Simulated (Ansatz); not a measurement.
# Ir (Fm-3m) in Ansatz: notebook

The runs below take Ir through single point, equation of state, with PBE.

Program: Ansatz 0.2.0. These are calculated values, not measurements. Logs are shortened: lines on timing, memory, paths and dates and some standing lists are left out, and cuts for length are marked.

**1. The structure**

Symmetry: Fm-3m, No. 225, cubic system. Conventional cell: a = 3.831 Å, b = 3.831 Å, c = 3.831 Å, α = 90.00°, β = 90.00°, γ = 90.00°. Ir (site symmetry m-3m) is surrounded by 12 Ir at 2.71 Å.

**2. Single point, PBE, 13.22 Å³/atom (volume scaled by 0.94)**

Contents of input.yaml:

```yaml
crystal:
  lattice:
    - [0.0, 1.8764951499, 1.8764951499]
    - [1.8764951499, 0.0, 1.8764951499]
    - [1.8764951499, 1.8764951499, 0.0]
  atoms:
    - { symbol: Ir, position: [0.0, 0.0, 0.0] }
hamiltonian:
  xc: pbe
  pseudopotentials: { kind: nc }
kpoints:
  mp_grid: { grid: [12, 12, 12] }
scf:
  occupations: { method: fermi_dirac, width: 0.05 }
output:
  forces: true
  stress: true
  eigenvalues: true
```

Potentials or basis: Ansatz NC.

Launch:

```console
$ ansatz run input.yaml --threads 2 --pin off --max-ram 5632MiB --backend cpu --events-out ev --progress --plain --runs-dir out
```

Output:

```text
Warning: RAYON_NUM_THREADS=2 ignored (pool sized by the plan → 2); use --threads N
Engine: ansatz 0.2.0, aarch64-unknown-linux-gnu
Pseudopotentials: kind: nc
Pseudopotential: Ir, nc, valence charge 17, recommended cutoff 925.187132 eV (normal), Ir.nc.azcp
Functional definition: PBE
  parameter kappa = 0.804
  parameter beta = 0.06672455060314922
  exchange = pbe_x(kappa = kappa, mu = beta*pi^2/3)
  correlation = pbe_c(beta = beta)
Crystal: 1 atoms, lattice volume = 13.215 Å³
Basis set: ecut = 925.187132 eV, 869 PW (Γ), exchange–correlation on 54×54×54 points (8 copies of the dense FFT grid, shifted against one another)
Bands: 13, of which v1, the nominal top of the filled ones, is band 9 counted from 1 (8 counted from 0)
Symmetry: 48 space group operations
Space group: Fm-3m (ITA 225), of the structure as read, at distance tolerance 2.4e-5 Å
k-points: 72 of 1728
Non-local potential: Ir, projectors of the file, l = 0: 2, l = 1: 2, l = 2: 2, l = 3: 2
Initial density: superposition of atomic densities (chi_scale 0.1, normalization cell)
Initial wavefunctions: pseudopotential atomic-orbital guess
Functional: x = pbe(κ = 0.804, μ = 0.2195149727645171), c = pbe(β = 0.06672455060314922)
SCF iter   1: F=—  HF=-3592.113568 eV  |F-HF|=—  |Δ(HF+E_count)|=         —  Δρ=5.02e-2  dr2=2.14e-1  ethr=3.10e-3  ⟨swp⟩=6.0  Hψ=5733  notcnv=0
preconditioner: auto → none  [metal: Δε(μ)=0.009 eV  Ē_g=15.042 eV  σ=0.050 eV  W_gap=0.04  n_scr=0 (ndim 8)  ℏωp=30.6 eV  f_vac=0.000  D(μ)=0.47/eV (n_scr^D=0)]
SCF iter   2: F=—  HF=-3592.050248 eV  |F-HF|=—  |Δ(HF+E_count)|=   6.33e-2  Δρ=1.79e-2  dr2=7.98e-3  ethr=1.26e-3  ⟨swp⟩=2.9  Hψ=2280  notcnv=0  defer=5
SCF iter   3: F=—  HF=-3592.051040 eV  |F-HF|=—  |Δ(HF+E_count)|=   7.92e-4  Δρ=7.76e-3  dr2=1.59e-3  ethr=4.70e-5  ⟨swp⟩=1.8  Hψ=1031  notcnv=0  defer=5
SCF iter   4: F=—  HF=-3592.051399 eV  |F-HF|=—  |Δ(HF+E_count)|=   3.59e-4  Δρ=4.39e-4  dr2=9.29e-6  ethr=9.34e-6  ⟨swp⟩=1.1  Hψ=972  notcnv=0  defer=5
SCF iter   5: F=—  HF=-3592.051392 eV  |F-HF|=—  |Δ(HF+E_count)|=   6.33e-6  Δρ=8.05e-5  dr2=1.58e-7  ethr=5.47e-8  ⟨swp⟩=2.0  Hψ=1547  notcnv=0  defer=5
SCF iter   6: F=-3592.051392 eV  HF=-3592.051392 eV  |F-HF|=3.04e-9  |Δ(HF+E_count)|=   1.09e-8  Δρ=1.02e-5  dr2=5.58e-9  ethr=5.88e-10  ⟨swp⟩=6.4  Hψ=4674  notcnv=0
SCF 1 converged in 6 iterations: F = -3592.051392 eV  dr2 = 5.58e-9
SCF converged after 6 iterations
Free energy (F): -3592.051392 eV
Harris-Foulkes:  -3592.051392 eV  (|F-HF|=3.04e-9)
Internal energy: -3592.047221 eV  (E = F + TS)
E sigma→0 (E₀):  -3592.049307 eV
Entropy (-TS):   -0.004171 eV (-4.171 meV/atom)
Fermi energy:    28.284115 eV
--- Per-component energies (eV) ---
  E_band       = -46.943776
  E_kinetic    = 876.938318
  E_local      = -1393.206199  (includes V_loc(G=0)·N_el)
  E_nonlocal   = 163.767884
  E_hartree    = 372.125682
  E_xc         = -1069.714263
  E_vxc        = -438.692669  (∫ρ·V_xc dr)
  E_ewald      = -2541.958643
  E_smearing   = -0.004171  (= −TS)
  E_closure    = -0.000000  (closes the sum)
  Σ components = -3592.051392   (vs F -3592.051392, Δ=0.00e0)
--- Forces (eV/Å), atoms counted from 1 ---
  atom   1  Ir     0.00000000     0.00000000    -0.00000000
  max |Σ_I F_I| component: 2.10e-30 eV/Å
--- Stress (GPa, compression-positive) ---
       40.465873       0.000000       0.000000
       -0.000000      40.465873      -0.000000
       -0.000000       0.000000      40.465873
  P = ⅓ Tr σ = 40.4659 GPa (404.659 kbar)
--- Band table (eV; the first three rows and the last of 72) ---
  k-point 0: bands = ["-64.8897", "-21.2328", "-21.2328", "-21.2328", "16.3779", "23.9197", "23.9197", "23.9197", "26.9198", "26.9198", "41.5938", "47.4962", "47.4962"]
  k-point 1: bands = ["-64.8836", "-21.3037", "-21.2424", "-21.2424", "16.7098", "23.7387", "24.0621", "24.0621", "26.8239", "26.8239", "42.1791", "46.1931", "48.0641"]
  k-point 2: bands = ["-64.8670", "-21.4946", "-21.2683", "-21.2683", "17.6097", "23.3825", "24.3508", "24.3508", "26.7263", "26.7263", "43.3645", "44.3181", "49.6687"]
  k-point 71: bands = ["-64.7681", "-21.8989", "-21.8989", "-21.6160", "21.2869", "22.8560", "22.8560", "26.1912", "29.9360", "37.0204", "37.7733", "37.7733", "42.3058"]
```

Wall time 1 s (2 threads of Arm Neoverse V2, shared host); peak memory 0.25 GiB.

Results:

* Free energy: -3592.0514 eV
* Pressure: 40.5 GPa
* Band gap on the k mesh: none (metal or under the smearing width)

**3. Single point, PBE, 13.50 Å³/atom (volume scaled by 0.96)**

Edit input.yaml of step 2 so:

```diff
@@ -2,5 +2,5 @@
   lattice:
-    - [0.0, 1.8764951499, 1.8764951499]
-    - [1.8764951499, 0.0, 1.8764951499]
-    - [1.8764951499, 1.8764951499, 0.0]
+    - [0.0, 1.8897103398, 1.8897103398]
+    - [1.8897103398, 0.0, 1.8897103398]
+    - [1.8897103398, 1.8897103398, 0.0]
   atoms:
```

Potentials or basis: Ansatz NC.

Launch:

```console
$ ansatz run input.yaml --threads 2 --pin off --max-ram 5632MiB --backend cpu --events-out ev --progress --plain --runs-dir out
```

Wall time 1 s (2 threads of Arm Neoverse V2, shared host); peak memory 0.25 GiB.

It converged, with:

```
Free energy            : -3592.1127 eV
Pressure               : 29.6 GPa
Band gap on the k mesh : none (metal or under the smearing width)
```

**4. Single point, PBE, 13.78 Å³/atom (volume scaled by 0.98)**

Contents of input.yaml:

```yaml
crystal:
  lattice:
    - [0.0, 1.9027432368, 1.9027432368]
    - [1.9027432368, 0.0, 1.9027432368]
    - [1.9027432368, 1.9027432368, 0.0]
  atoms:
    - { symbol: Ir, position: [0.0, 0.0, 0.0] }
hamiltonian:
  xc: pbe
  pseudopotentials: { kind: nc }
kpoints:
  mp_grid: { grid: [12, 12, 12] }
scf:
  occupations: { method: fermi_dirac, width: 0.05 }
output:
  forces: true
  stress: true
  eigenvalues: true
  write_density: true
  write_potential: true
  elf: true
  volumetric_format: npy
```

Launch:

```console
$ ansatz run input.yaml --threads 2 --pin off --max-ram 5632MiB --backend cpu --events-out ev --progress --plain --runs-dir out
```

It took 1.4 s on 2 threads of Arm Neoverse V2, shared host; peak memory 0.26 GiB.

The run converged. Its results:

```yaml
Free_energy: -3592.1560 eV
Pressure: 19.9 GPa
Band_gap_on_the_k_mesh: none (metal or under the smearing width)
```

**5. Single point, PBE, 14.06 Å³/atom**

Contents of input.yaml:

```yaml
crystal:
  lattice:
    - [0.0, 1.9156, 1.9156]
    - [1.9156, 0.0, 1.9156]
    - [1.9156, 1.9156, 0.0]
  atoms:
    - { symbol: Ir, position: [0.0, 0.0, 0.0] }
hamiltonian:
  xc: pbe
  pseudopotentials: { kind: nc }
kpoints:
  mp_grid: { grid: [12, 12, 12] }
scf:
  occupations: { method: fermi_dirac, width: 0.05 }
output:
  forces: true
  stress: true
  eigenvalues: true
```

Launch:

```console
$ ansatz run input.yaml --threads 2 --pin off --max-ram 5632MiB --backend cpu --events-out ev --progress --plain --runs-dir out
```

It took 1 s on 2 threads of Arm Neoverse V2, shared host; peak memory 0.25 GiB.

It converged, with:

```yaml
Free_energy: -3592.1832 eV
Pressure: 11.3 GPa
Band_gap_on_the_k_mesh: none (metal or under the smearing width)
```

**6. Single point, PBE, 14.34 Å³/atom (volume scaled by 1.02)**

Edit input.yaml of step 5 so:

```diff
@@ -2,5 +2,5 @@
   lattice:
-    - [0.0, 1.9156, 1.9156]
-    - [1.9156, 0.0, 1.9156]
-    - [1.9156, 1.9156, 0.0]
+    - [0.0, 1.9282864624, 1.9282864624]
+    - [1.9282864624, 0.0, 1.9282864624]
+    - [1.9282864624, 1.9282864624, 0.0]
   atoms:
@@ -18 +18,5 @@
   eigenvalues: true
+  write_density: true
+  write_potential: true
+  elf: true
+  volumetric_format: npy
```

Potentials or basis: Ansatz NC.

Launch:

```console
$ ansatz run input.yaml --threads 2 --pin off --max-ram 5632MiB --backend cpu --events-out ev --progress --plain --runs-dir out
```

It took 1.4 s on 2 threads of Arm Neoverse V2, shared host; peak memory 0.26 GiB.

Results (log left out):

```yaml
Free_energy: -3592.1963 eV
Pressure: 3.7 GPa
Band_gap_on_the_k_mesh: none (metal or under the smearing width)
```

**7. Single point, PBE, 14.62 Å³/atom (volume scaled by 1.04)**

Contents of input.yaml:

```yaml
crystal:
  lattice:
    - [0.0, 1.940808154, 1.940808154]
    - [1.940808154, 0.0, 1.940808154]
    - [1.940808154, 1.940808154, 0.0]
  atoms:
    - { symbol: Ir, position: [0.0, 0.0, 0.0] }
hamiltonian:
  xc: pbe
  pseudopotentials: { kind: nc }
kpoints:
  mp_grid: { grid: [12, 12, 12] }
scf:
  occupations: { method: fermi_dirac, width: 0.05 }
output:
  forces: true
  stress: true
  eigenvalues: true
```

Launch:

```console
$ ansatz run input.yaml --threads 2 --pin off --max-ram 5632MiB --backend cpu --events-out ev --progress --plain --runs-dir out
```

It took 1 s on 2 threads of Arm Neoverse V2, shared host; peak memory 0.26 GiB.

The run converged. Its results:

```
Free energy            : -3592.1966 eV
Pressure               : -3.1 GPa
Band gap on the k mesh : none (metal or under the smearing width)
```

**8. Single point, PBE, 14.90 Å³/atom (volume scaled by 1.06)**

Contents of input.yaml:

```yaml
crystal:
  lattice:
    - [0.0, 1.9531703226, 1.9531703226]
    - [1.9531703226, 0.0, 1.9531703226]
    - [1.9531703226, 1.9531703226, 0.0]
  atoms:
    - { symbol: Ir, position: [0.0, 0.0, 0.0] }
hamiltonian:
  xc: pbe
  pseudopotentials: { kind: nc }
kpoints:
  mp_grid: { grid: [12, 12, 12] }
scf:
  occupations: { method: fermi_dirac, width: 0.05 }
output:
  forces: true
  stress: true
  eigenvalues: true
  write_density: true
  write_potential: true
  elf: true
  volumetric_format: npy
```

Launch:

```console
$ ansatz run input.yaml --threads 2 --pin off --max-ram 5632MiB --backend cpu --events-out ev --progress --plain --runs-dir out
```

Wall time 1.6 s (2 threads of Arm Neoverse V2, shared host); peak memory 0.26 GiB.

It converged, with:

* Free energy: -3592.1857 eV
* Pressure: -9.2 GPa
* Band gap on the k mesh: none (metal or under the smearing width)

**9. Equation of state, PBE**

Potentials or basis: Ansatz NC.

This step only gathers the single runs of the series.

Results:

| Item | Value |
| --- | --- |
| Equilibrium volume | 14.49 Å³/atom |
| Bulk modulus | 349 GPa |
| Pressure derivative of the bulk modulus | 5.0 |

Energy against volume, from the lowest point:
| volume (Å³/atom) | energy (meV/atom) |
| --- | --- |
| 13.215 | 145.23 |
| 13.496 | 83.94 |
| 13.778 | 40.66 |
| 14.059 | 13.39 |
| 14.340 | 0.37 |
| 14.621 | 0.00 |
| 14.902 | 10.88 |
